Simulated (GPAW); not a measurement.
# Li2O (Fm-3m) in GPAW: convergence with smearing width (eV)

Aim: find how far smearing width (eV) must go before the results for Li2O settle, at LDA. This setting moves, with any that are tied to it; all else stays.

Everything below comes from runs of GPAW 26.7.0. Logs are shortened: lines on timing, memory, paths and dates and some standing lists are left out, and cuts for length are marked. The log counts tension as positive stress, the text compression.

## Step 1: The crystal as given

It takes space group Fm-3m (No. 225, cubic). Conventional cell: a = 4.654 Å, b = 4.654 Å, c = 4.654 Å, α = 90.00°, β = 90.00°, γ = 90.00°. O (site symmetry m-3m) has 8 Li at 2.02 Å as nearest neighbours. Around Li (site symmetry -43m) lie 4 O at 2.02 Å.

The cell comes from a database or a generator and needn't be the stable form of this composition.

## Step 2: With smearing width (eV) 0.5

The input, run.py:

```python
from ase import Atoms
from ase.dft.bandgap import bandgap
from ase.io import write
from ase.units import GPa
from gpaw import GPAW, PW

atoms = Atoms(['O', 'Li', 'Li'],
              cell=[[0.0, 2.3268543819, 2.3268543819],
                    [2.3268543819, 0.0, 2.3268543819],
                    [2.3268543819, 2.3268543819, 0.0]],
              scaled_positions=[[0.0, 0.0, 0.0],
                                [0.25, 0.25, 0.25],
                                [0.75, 0.75, 0.75]],
              pbc=True)

calc = GPAW(mode=PW(800),
            xc='LDA',
            kpts={'size': (10, 10, 10), 'gamma': True},
            occupations={'name': 'methfessel-paxton', 'order': 0, 'width': 0.5},
            nbands=12,
            convergence={'density': 1e-05, 'energy': 1e-05},
            maxiter=100,
            txt='gpaw.txt')
atoms.calc = calc
energy = atoms.get_potential_energy()
forces = atoms.get_forces()
stress = atoms.get_stress()
calc.write('gs.gpw')
write('result.traj', atoms)
print(f'Energy: {energy:.6f} eV')
print('Forces (eV/A):')
print(forces.round(4))
print('Stress (GPa):', (stress / GPa).round(3))
print('Fermi level:', round(calc.get_fermi_level(), 4), 'eV')
print(f'Gap: {bandgap(calc)[0]:.4f} eV, direct: {bandgap(calc, direct=True)[0]:.4f} eV')
```

Potentials or basis: the program's PAW data sets (release 1.2.1) made for this functional, pw.

On the command line:

```
$ OMP_NUM_THREADS=1 python run.py
```

Run time: 13 s. Hardware: 1 thread of Intel Xeon Platinum 8488C (Sapphire Rapids), shared host; peak memory 0.16 GiB.

Results:

```
Free energy            : -15.7354 eV
Pressure               : -5.1 GPa
Band gap on the k mesh : 4.77 eV, indirect (least direct gap 5.06 eV)
```

## Step 3: With smearing width (eV) 0.3

Edit run.py of step 2 so:

```diff
@@ -18,3 +18,3 @@
             kpts={'size': (10, 10, 10), 'gamma': True},
-            occupations={'name': 'methfessel-paxton', 'order': 0, 'width': 0.5},
+            occupations={'name': 'methfessel-paxton', 'order': 0, 'width': 0.3},
             nbands=12,
```

Potentials or basis: the program's PAW data sets (release 1.2.1) made for this functional, pw.

On the command line:

```
$ OMP_NUM_THREADS=1 python run.py
```

Run time: 15 s. Hardware: 1 thread of Intel Xeon Platinum 8488C (Sapphire Rapids), shared host; peak memory 0.16 GiB.

Results:

| Quantity | Value |
| --- | --- |
| Free energy | -15.7354 eV |
| Pressure | -5.1 GPa |
| Band gap on the k mesh | 4.77 eV, indirect (least direct gap 5.06 eV) |

## Step 4: With smearing width (eV) 0.2

Edit run.py of step 3 so:

```diff
@@ -18,3 +18,3 @@
             kpts={'size': (10, 10, 10), 'gamma': True},
-            occupations={'name': 'methfessel-paxton', 'order': 0, 'width': 0.3},
+            occupations={'name': 'methfessel-paxton', 'order': 0, 'width': 0.2},
             nbands=12,
```

On the command line:

```
$ OMP_NUM_THREADS=1 python run.py
```

It took 16 s on 1 thread of Intel Xeon Platinum 8488C (Sapphire Rapids), shared host; peak memory 0.16 GiB.

Results (log left out):

```
Free energy            : -15.7354 eV
Pressure               : -5.1 GPa
Band gap on the k mesh : 4.77 eV, indirect (least direct gap 5.06 eV)
```

## Step 5: With smearing width (eV) 0.15

Edit run.py of step 4 so:

```diff
@@ -18,3 +18,3 @@
             kpts={'size': (10, 10, 10), 'gamma': True},
-            occupations={'name': 'methfessel-paxton', 'order': 0, 'width': 0.2},
+            occupations={'name': 'methfessel-paxton', 'order': 0, 'width': 0.15},
             nbands=12,
```

On the command line:

```
$ OMP_NUM_THREADS=1 python run.py
```

Wall time 13 s (1 thread of Intel Xeon Platinum 8488C (Sapphire Rapids), shared host); peak memory 0.16 GiB.

It converged, with:

```
Free energy            : -15.7354 eV
Pressure               : -5.1 GPa
Band gap on the k mesh : 4.77 eV, indirect (least direct gap 5.06 eV)
```

## Step 6: With smearing width (eV) 0.1

Edit run.py of step 5 so:

```diff
@@ -18,3 +18,3 @@
             kpts={'size': (10, 10, 10), 'gamma': True},
-            occupations={'name': 'methfessel-paxton', 'order': 0, 'width': 0.15},
+            occupations={'name': 'methfessel-paxton', 'order': 0, 'width': 0.1},
             nbands=12,
```

Potentials or basis: the program's PAW data sets (release 1.2.1) made for this functional, pw.

On the command line:

```
$ OMP_NUM_THREADS=1 python run.py
```

Run time: 15 s. Hardware: 1 thread of Intel Xeon Platinum 8488C (Sapphire Rapids), shared host; peak memory 0.16 GiB.

Results (log left out):

```
Free energy            : -15.7354 eV
Pressure               : -5.1 GPa
Band gap on the k mesh : 4.77 eV, indirect (least direct gap 5.06 eV)
```

## Step 7: With smearing width (eV) 0.05

Edit run.py of step 6 so:

```diff
@@ -18,3 +18,3 @@
             kpts={'size': (10, 10, 10), 'gamma': True},
-            occupations={'name': 'methfessel-paxton', 'order': 0, 'width': 0.1},
+            occupations={'name': 'methfessel-paxton', 'order': 0, 'width': 0.05},
             nbands=12,
```

On the command line:

```
$ OMP_NUM_THREADS=1 python run.py
```

Run time: 17 s. Hardware: 1 thread of Intel Xeon Platinum 8488C (Sapphire Rapids), shared host; peak memory 0.16 GiB.

Results (log left out):

- Free energy: -15.7354 eV
- Pressure: -5.1 GPa
- Band gap on the k mesh: 4.77 eV, indirect (least direct gap 5.06 eV)

## Step 8: With smearing width (eV) 0.025

Edit run.py of step 7 so:

```diff
@@ -18,3 +18,3 @@
             kpts={'size': (10, 10, 10), 'gamma': True},
-            occupations={'name': 'methfessel-paxton', 'order': 0, 'width': 0.05},
+            occupations={'name': 'methfessel-paxton', 'order': 0, 'width': 0.025},
             nbands=12,
```

On the command line:

```
$ OMP_NUM_THREADS=1 python run.py
```

Wall time 16 s (1 thread of Intel Xeon Platinum 8488C (Sapphire Rapids), shared host); peak memory 0.16 GiB.

It converged, with:

```yaml
Free_energy: -15.7354 eV
Pressure: -5.1 GPa
Band_gap_on_the_k_mesh: 4.77 eV, indirect (least direct gap 5.06 eV)
```

## Step 9: With smearing width (eV) 0.01

Edit run.py of step 8 so:

```diff
@@ -18,3 +18,3 @@
             kpts={'size': (10, 10, 10), 'gamma': True},
-            occupations={'name': 'methfessel-paxton', 'order': 0, 'width': 0.025},
+            occupations={'name': 'methfessel-paxton', 'order': 0, 'width': 0.01},
             nbands=12,
```

Potentials or basis: the program's PAW data sets (release 1.2.1) made for this functional, pw.

On the command line:

```
$ OMP_NUM_THREADS=1 python run.py
```

gpaw.txt:

```text
__  _  _
 | _ |_)|_||  |
 |__||  | ||/\| - 26.7.0

Input parameters:
  mode=PW(ecut=800.0),
  convergence={'density': 1e-05, 'energy': 1e-05},
  kpts=MonkhorstPack(size=(10, 10, 10), gamma=True),
  maxiter=100,
  nbands=12,
  occupations=Occupations(name='methfessel-paxton', order=0, width=0.01),
  xc=XC(name='LDA')

Diagonalizing LCAO Hamiltonian
Converting LCAO to pw mode

                  Li

           Li

       O

Atoms  # Å, Bohr magnetons
|   | symbol |        x |        y |        z |    initial magnetic moments |
|---|--------|----------|----------|----------|-----------------------------|
| 0 |      O | 0.000000 | 0.000000 | 0.000000 | ( 0.0000,  0.0000,  0.0000) |
| 1 |     Li | 1.163427 | 1.163427 | 1.163427 | ( 0.0000,  0.0000,  0.0000) |
| 2 |     Li | 3.490282 | 3.490282 | 3.490282 | ( 0.0000,  0.0000,  0.0000) |

Unit cell  # Å
| periodic |        x |        y |        z |  lengths |    angles |
|----------|----------|----------|----------|----------|-----------|
|      yes | 0.000000 | 2.326854 | 2.326854 | 3.290669 | 60.000000 |
|      yes | 2.326854 | 0.000000 | 2.326854 | 3.290669 | 60.000000 |
|      yes | 2.326854 | 2.326854 | 0.000000 | 3.290669 | 60.000000 |

Number of symmetries: 48
Symmetry operations  # r_c * U_cc + t_c -> r_c
|    | kind |            matrix            |
|----|------|------------------------------|
|  0 |  σ   |  1, 0, 0,  1, 0,-1,  1,-1, 0 |
|  1 |  C2  |  1, 0, 0,  1,-1, 0,  1, 0,-1 |
|  2 |  E   |  1, 0, 0,  0, 1, 0,  0, 0, 1 |
|  3 |  σ   |  1, 0, 0,  0, 0, 1,  0, 1, 0 |
|  4 |  C4  |  1, 0,-1,  1, 0, 0,  1,-1, 0 |
|  5 |  S6  |  1, 0,-1,  1,-1, 0,  1, 0, 0 |
|  6 |  σ   |  1, 0,-1,  0, 1,-1,  0, 0,-1 |
|  7 |  C3  |  1, 0,-1,  0, 0,-1,  0, 1,-1 |
|  8 |  S6  |  1,-1, 0,  1, 0, 0,  1, 0,-1 |
|  9 |  C4  |  1,-1, 0,  1, 0,-1,  1, 0, 0 |
| 10 |  C3  |  1,-1, 0,  0,-1, 1,  0,-1, 0 |
| 11 |  σ   |  1,-1, 0,  0,-1, 0,  0,-1, 1 |
| 12 |  σ   |  0, 1, 0,  1, 0, 0,  0, 0, 1 |
| 13 |  C4  |  0, 1, 0,  0, 1,-1, -1, 1, 0 |
| 14 |  C3  |  0, 1, 0,  0, 0, 1,  1, 0, 0 |
[... 138 lines left out ...]
  History deletion threshold: 6.0
  Fourier metric: weight=20.0, sigma=0.015

occupation numbers:
  Methfessel-Paxton:
    width: 0.0100  # eV
    order: 0

poisson solver:
  ecut: 6400.0  # eV

xc functional:
  name: None

convergence criteria:
- Maximum integral of absolute [dens]ity change: 1e-05 electrons / valence electron
- Maximum [total energy] change in last 3 cyles: 1e-05 eV / valence electron
- Maximum integral of absolute [eigenst]ate change: 4e-08 eV^2 / valence electron
maximum number of iterations: 100

SCF iterations
|iter     | |      energy | eigst |  dens |
|---------|-|-------------|-------|-------|
|iter:   1| |  -16.452911 | -0.06 |       |
|iter:   2| |  -16.253003 | -2.52 | -0.77 |
|iter:   3| |  -15.750412 | -1.75 | -0.82 |
|iter:   4| |  -15.738082 | -3.24 | -1.25 |
|iter:   5| |  -15.735332 | -3.62 | -1.53 |
|iter:   6| |  -15.735345 | -5.93 | -2.69 |
|iter:   7| |  -15.735351c| -6.24 | -3.02 |
|iter:   8| |  -15.735351c| -7.72c| -4.63 |
|iter:   9| |  -15.735351c| -8.85c| -5.03c|

Converged in 9 steps
Energy contributions relative to reference atoms: (reference = -2427.125660)

Energy contributions:
  Kinetic:          16.142973
  Coulomb:         -14.957889
  Zero:              0.213768
  External:          0.000000
  Xc:              -17.134204
  Entropy:           0.000000
  Spinorbit:         0.000000
  ----------------------------
  Free energy:     -15.735351
  Extrapolated:    -15.735351

dipole moment: (-13.018434, -13.018434, -13.018434)  # |e|*Ang

Fermi level: 2.724
Eigenvalues  # (at kpt = [0.000, 0.000, 0.000])
| band index |      eig [eV] | occ [0-2] |
|------------|---------------|-----------|
|          0 |       -14.264 |     2.000 |
|          1 |         0.865 |     2.000 |
|          2 |         0.865 |     2.000 |
|          3 |         0.865 |     2.000 |
|          4 |         5.921 |     0.000 |
|          5 |        12.329 |     0.000 |
|          6 |        12.329 |     0.000 |
|          7 |        12.329 |     0.000 |
|          8 |        19.503 |     0.000 |
|          9 |        19.503 |     0.000 |
|         10 |        19.503 |     0.000 |
|         11 |        28.253 |     0.000 |

Gap: 4.765 eV
Transition (v -> c):
  (s=0, k=0, n=3, [0.00, 0.00, 0.00]) -> (s=0, k=41, n=4, [0.50, 0.50, 0.00])
Direct/indirect transitions are different
Direct gap: 5.056 eV
Transition at: (s=0, k=0, n=3, [0.00, 0.00, 0.00])

Forces  # eV/Ang
|       x |        y |        z |
|---------|----------|----------|
| 0.00000 |  0.00000 |  0.00000 |  # O    0
| 0.00000 | -0.00000 |  0.00000 |  # Li   1
| 0.00000 |  0.00000 | -0.00000 |  # Li   2

Stress tensor  # eV/Ang^3
|        x |         y |         z |
|----------|-----------|-----------|
| 0.032081 |  0.000000 |  0.000000 |
| 0.000000 |  0.032081 | -0.000000 |
| 0.000000 | -0.000000 |  0.032081 |

# Writing to gs.gpw (mode='')
```

Wall time 15 s (1 thread of Intel Xeon Platinum 8488C (Sapphire Rapids), shared host); peak memory 0.16 GiB.

Results:

* Free energy: -15.7354 eV
* Pressure: -5.1 GPa
* Band gap on the k mesh: 4.77 eV, indirect (least direct gap 5.06 eV)

## Step 10: The series at a glance

```
smearing width (eV)  energy less the tightest run, at zero smearing (meV/atom)  SCF cycles  CPU time (s)  peak memory (GiB)
                0.5                                                       0.00           9            13               0.16
                0.3                                                       0.00           9            15               0.16
                0.2                                                       0.00           9            16               0.16
               0.15                                                       0.00           9            13               0.16
                0.1                                                       0.00           9            15               0.16
               0.05                                                       0.00           9            17               0.16
              0.025                                                       0.00           9            16               0.16
               0.01                                                       0.00           9            15               0.16
```

Against the tightest run, the energy stays within 1 meV/atom from 0.5 on. The tightest run that finished is the yardstick and may itself not be fully converged.
